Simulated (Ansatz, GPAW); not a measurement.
Given: the input of a run of Ansatz 0.2.0 on CdSe. The cell is a database's computed one, not the measured one.

File input.yaml:

```yaml
crystal:
  lattice:
    - [0.0, 3.0702711986, 3.0702711986]
    - [3.0702711986, 0.0, 3.0702711986]
    - [3.0702711986, 3.0702711986, 0.0]
  atoms:
    - { symbol: Cd, position: [0.0, 0.0, 0.0] }
    - { symbol: Se, position: [0.25, 0.25, 0.25] }
kpoints:
  mp_grid: { grid: [8, 8, 8] }
scf:
  occupations: { method: gaussian, width: 0.027 }
hamiltonian:
  xc: pbe
  pseudopotentials: { kind: all_electron, lapw: { basis_error: 0.001 } }
output:
  forces: true
  stress: true
  eigenvalues: true
```

Potentials or basis: all-electron LAPW, scalar-relativistic.

Command:

```console
$ ansatz run input.yaml --threads 1 --pin off --max-ram 3072MiB --backend cpu --events-out ev --progress --plain --runs-dir out
```

Q: Set up the same calculation for GPAW 26.7.0 (ASE script). Potentials or basis there: GPAW PAW data sets (gpaw-data 1.2.1), cutoff 600 eV.

A: As run (cutoffs and basis follow the program's own potentials, and thresholds, step limits or extra output files can differ):

run.py

```python
from ase import Atoms
from ase.dft.bandgap import bandgap
from ase.io import write
from ase.units import GPa
from gpaw import GPAW, PW

atoms = Atoms(['Cd', 'Se'],
              cell=[[0.0, 3.0702711986, 3.0702711986],
                    [3.0702711986, 0.0, 3.0702711986],
                    [3.0702711986, 3.0702711986, 0.0]],
              scaled_positions=[[0.0, 0.0, 0.0],
                                [0.25, 0.25, 0.25]],
              pbc=True)

calc = GPAW(mode=PW(600),
            xc='PBE',
            kpts={'size': (8, 8, 8), 'gamma': True},
            occupations={'name': 'methfessel-paxton', 'order': 0, 'width': 0.027000000000000003},
            nbands=18,
            convergence={'density': 1e-05, 'energy': 1e-05},
            maxiter=150,
            txt='gpaw.txt')
atoms.calc = calc
energy = atoms.get_potential_energy()
forces = atoms.get_forces()
stress = atoms.get_stress()
calc.write('gs.gpw')
write('result.traj', atoms)
print(f'Energy: {energy:.6f} eV')
print('Forces (eV/A):')
print(forces.round(4))
print('Stress (GPa):', (stress / GPa).round(3))
print('Fermi level:', round(calc.get_fermi_level(), 4), 'eV')
print(f'Gap: {bandgap(calc)[0]:.4f} eV, direct: {bandgap(calc, direct=True)[0]:.4f} eV')
```

Potentials or basis: GPAW PAW data sets (gpaw-data 1.2.1), pw.

Command:

```console
$ OMP_NUM_THREADS=1 python run.py
```

Both were run:

|  | Ansatz | GPAW |
| --- | --- | --- |
| Pressure | 1.3 GPa | 1.1 GPa |

Where Ansatz's input types no cutoff or centring, it takes its own default and a Γ-centred mesh.

Pressure is positive in compression.
